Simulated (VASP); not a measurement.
# SiO2 (I-42d) in VASP: equation of state, part 2 of 2

VASP 6.6.1.

**3. Equation of state, PBE, 14.36 Å³/atom (volume scaled by 0.96)**

The input, INCAR:

```
SYSTEM = SiO2
  PREC = Accurate
  ENCUT = 520
  EDIFF = 1E-7
  ISMEAR = -1
  SIGMA = 0.05
  LREAL = .FALSE.
  LASPH = .TRUE.
  NELM = 60
  ALGO = Normal
  ISIF = 2
  LWAVE = .FALSE.
  LCHARG = .FALSE.
  GGA = PE
  NBANDS = 25
```

The input, KPOINTS:

```
Automatic mesh
0
G
  8 8 8
  0 0 0
```

The input, POSCAR:

```
SiO2
1.0
   -2.4438094603      2.4438094603      3.6062642229
    2.4438094603     -2.4438094603      3.6062642229
    2.4438094603      2.4438094603     -3.6062642229
Si O
2 4
Direct
    0.7500000000      0.2500000000      0.5000000000
    0.0000000000      0.0000000000      0.0000000000
    0.8750000000      0.0282138700      0.6532138700
    0.7782138700      0.1250000000      0.1532138700
    0.9717861300      0.6250000000      0.8467861300
    0.3750000000      0.2217861300      0.3467861300
```

Potentials or basis: VASP PAW PBE potentials, release 64 (Si, O).

On the command line:

```sh
$ cat potpaw_PBE.64/Si/POTCAR potpaw_PBE.64/O/POTCAR > POTCAR
$ mpirun -np 1 vasp_std > vasp.out
```

Wall time 2.1 min (1 thread of Intel Xeon Platinum 8488C (Sapphire Rapids), shared host); peak memory 0.28 GiB.

The run converged. Its results:

```yaml
Free_energy: -47.2616 eV
Pressure: 12.2 GPa
Largest_force: 0.753 eV/Å
Band_gap_on_the_k_mesh: 6.14 eV, direct
```

**4. Equation of state, PBE, 14.66 Å³/atom (volume scaled by 0.98)**

The input, INCAR:

```
PREC = Accurate ; ENCUT = 520
EDIFF = 1E-7 ; ISMEAR = -1
SIGMA = 0.05 ; LREAL = False
LASPH = True ; NELM = 60
ALGO = Normal ; ISIF = 2
LWAVE = False ; LCHARG = False
GGA = PE ; NBANDS = 25
```

The input, KPOINTS:

```
Automatic mesh
0
Gamma
  8 8 8
```

POSCAR, as its differences from that of step 3:

```diff
@@ -2,5 +2,5 @@
 1.0
-   -2.4438094603      2.4438094603      3.6062642229
-    2.4438094603     -2.4438094603      3.6062642229
-    2.4438094603      2.4438094603     -3.6062642229
+   -2.4606638512      2.4606638512      3.6311357966
+    2.4606638512     -2.4606638512      3.6311357966
+    2.4606638512      2.4606638512     -3.6311357966
 Si O
```

On the command line:

```sh
$ cat potpaw_PBE.64/Si/POTCAR potpaw_PBE.64/O/POTCAR > POTCAR
$ mpirun -np 1 vasp_std > vasp.out
```

It took 2.2 min on 1 thread of Intel Xeon Platinum 8488C (Sapphire Rapids), shared host; peak memory 0.28 GiB.

Results (log left out):

```yaml
Free_energy: -47.3777 eV
Pressure: 8.2 GPa
Largest_force: 0.501 eV/Å
Band_gap_on_the_k_mesh: 6.04 eV, direct
```

**5. Equation of state, PBE, 15.26 Å³/atom (volume scaled by 1.02)**

The input, INCAR:

```
PREC     = Accurate       # precision mode
ENCUT    = 520            # plane-wave cutoff, eV
EDIFF    = 1E-7           # SCF threshold, eV
ISMEAR   = -1             # smearing method
SIGMA    = 0.05           # smearing width, eV
LREAL    = F              # projectors in reciprocal space
LASPH    = T              # aspherical terms in the spheres
NELM     = 60             # most SCF steps
ALGO     = Normal         # electronic algorithm
ISIF     = 2              # what is computed and relaxed
LWAVE    = F              # write WAVECAR
LCHARG   = F              # write CHGCAR
GGA      = PE             # functional
NBANDS   = 25             # bands
```

The input, KPOINTS:

```
regular mesh
0
Gamma
  8 8 8
```

POSCAR, as its differences from that of step 4:

```diff
@@ -2,5 +2,5 @@
 1.0
-   -2.4606638512      2.4606638512      3.6311357966
-    2.4606638512     -2.4606638512      3.6311357966
-    2.4606638512      2.4606638512     -3.6311357966
+   -2.4936968379      2.4936968379      3.6798816911
+    2.4936968379     -2.4936968379      3.6798816911
+    2.4936968379      2.4936968379     -3.6798816911
 Si O
```

On the command line:

```sh
$ cat potpaw_PBE.64/Si/POTCAR potpaw_PBE.64/O/POTCAR > POTCAR
$ mpirun -np 1 vasp_std > vasp.out
```

Run time: 2.2 min. Hardware: 1 thread of Intel Xeon Platinum 8488C (Sapphire Rapids), shared host; peak memory 0.28 GiB.

Results (log left out):

| Property | Result |
| --- | --- |
| Free energy | -47.4855 eV |
| Pressure | 1.3 GPa |
| Largest force | 0.054 eV/Å |
| Band gap on the k mesh | 5.81 eV, direct |

**6. Equation of state, PBE, 15.55 Å³/atom (volume scaled by 1.04)**

The input, INCAR:

```
PREC = Accurate
ENCUT = 520
EDIFF = 1E-7
ISMEAR = -1
SIGMA = 0.05
LREAL = False
LASPH = True
NELM = 60
ALGO = Normal
ISIF = 2
LWAVE = False
LCHARG = False
GGA = PE
NBANDS = 25
```

The input, KPOINTS:

```
Automatic mesh
0
Gamma
  8 8 8
```

POSCAR, as its differences from that of step 5:

```diff
@@ -2,5 +2,5 @@
 1.0
-   -2.4936968379      2.4936968379      3.6798816911
-    2.4936968379     -2.4936968379      3.6798816911
-    2.4936968379      2.4936968379     -3.6798816911
+   -2.5098901283      2.5098901283      3.7037776963
+    2.5098901283     -2.5098901283      3.7037776963
+    2.5098901283      2.5098901283     -3.7037776963
 Si O
```

Potentials or basis: VASP PAW PBE potentials, release 64 (Si, O).

On the command line:

```sh
$ cat potpaw_PBE.64/Si/POTCAR potpaw_PBE.64/O/POTCAR > POTCAR
$ mpirun -np 1 vasp_std > vasp.out
```

Wall time 2 min (1 thread of Intel Xeon Platinum 8488C (Sapphire Rapids), shared host); peak memory 0.28 GiB.

The run converged. Its results:

```
Free energy            : -47.4849 eV
Pressure               : -1.7 GPa
Largest force          : 0.144 eV/Å
Band gap on the k mesh : 5.69 eV, direct
```

**7. Equation of state, PBE, 15.85 Å³/atom (volume scaled by 1.06)**

The input, INCAR:

```
SYSTEM = SiO2
PREC = Accurate ; ENCUT = 520
EDIFF = 1E-7 ; ISMEAR = -1
SIGMA = 0.05 ; LREAL = .FALSE.
LASPH = .TRUE. ; NELM = 60
ALGO = Normal ; ISIF = 2
LWAVE = .FALSE. ; LCHARG = .FALSE.
GGA = PE ; NBANDS = 25
```

The input, KPOINTS:

```
regular mesh
0
G
  8 8 8
  0 0 0
```

POSCAR, as its differences from that of step 6:

```diff
@@ -2,5 +2,5 @@
 1.0
-   -2.5098901283      2.5098901283      3.7037776963
-    2.5098901283     -2.5098901283      3.7037776963
-    2.5098901283      2.5098901283     -3.7037776963
+   -2.5258771206      2.5258771206      3.7273692731
+    2.5258771206     -2.5258771206      3.7273692731
+    2.5258771206      2.5258771206     -3.7273692731
 Si O
```

Potentials or basis: VASP PAW PBE potentials, release 64 (Si, O).

On the command line:

```sh
$ cat potpaw_PBE.64/Si/POTCAR potpaw_PBE.64/O/POTCAR > POTCAR
$ mpirun -np 1 vasp_std > vasp.out
```

OUTCAR:

```text
SYSTEM = SiO2
   PREC = Accurate
   ENCUT = 520
   EDIFF = 1E-7
   ISMEAR = -1
   LREAL = .FALSE.
   LASPH = .TRUE.
   NELM = 60
   ISIF = 2
   GGA = PE

 Found     59 irreducible k-points:

 Following reciprocal coordinates:
            Coordinates               Weight
  0.000000  0.000000  0.000000      1.000000
  0.125000  0.000000 -0.000000      8.000000
[... 252 lines left out ...]
  --------------------------------------------------------------------------------------
  -------------------------------------------------------------------------------------
  Total       -2.6014352     -2.6014352     -2.6027208      0.0000000      0.0000000      0.0000000
  in kB      -43.8164047    -43.8164047    -43.8380585      0.0000000      0.0000000      0.0000000
  external PRESSURE =     -43.8236226 kB  Pullay stress =       0.0000000 kB

 VOLUME and BASIS-vectors are now :
 -----------------------------------------------------------------------------
  energy-cutoff  :      520.00
  volume of cell :       95.12
      direct lattice vectors                 reciprocal lattice vectors
    -2.525877121  2.525877121  3.727369273     0.000000000  0.197951039  0.134142867
     2.525877121 -2.525877121  3.727369273     0.197951039  0.000000000  0.134142867
     2.525877121  2.525877121 -3.727369273     0.197951039  0.197951039  0.000000000

 POSITION                                       TOTAL-FORCE (eV/Angst)
 -----------------------------------------------------------------------------------
      0.00000      2.52588      1.86368        -0.000000     -0.000000      0.000000
      0.00000      0.00000      0.00000        -0.000000     -0.000000     -0.000000
     -0.48894      3.78882      0.93184         0.326145     -0.000000      0.000000
     -1.26294      2.03694      2.79553        -0.000000      0.326145      0.000000
      1.26294      3.01482      2.79553         0.000000     -0.326145      0.000000
      0.48894      1.26294      0.93184        -0.326145      0.000000      0.000000
 -----------------------------------------------------------------------------------
    total drift:                                0.000002      0.000002      0.000002

  FREE ENERGIE OF THE ION-ELECTRON SYSTEM (eV)
  ---------------------------------------------------
  free  energy   TOTEN  =       -47.4525193345 eV

  energy  without entropy=      -47.4525193345  energy(sigma->0) =      -47.45251933
```

Run time: 2.2 min. Hardware: 1 thread of Intel Xeon Platinum 8488C (Sapphire Rapids), shared host; peak memory 0.28 GiB.

Results:

- Free energy: -47.4525 eV
- Pressure: -4.4 GPa
- Largest force: 0.326 eV/Å
- Band gap on the k mesh: 5.56 eV, direct

**8. Equation of state, PBE**

This step only gathers the single runs of the series.

What came out:

```
Equilibrium volume                        : 15.40 Å³/atom
Bulk modulus at fixed shape and positions : 154 GPa
Pressure derivative of the bulk modulus   : 4.0
```

Energy against volume, from the lowest point:
```csv
volume (Å³/atom),energy (meV/atom)
14.059,64.51
14.358,37.30
14.657,17.97
14.956,5.75
15.256,0.00
15.555,0.10
15.854,5.49
```

Caveat: the cell was scaled at fixed shape and fractional positions, which overstates the stiffness of a crystal with free parameters, most of all of layers and chains.
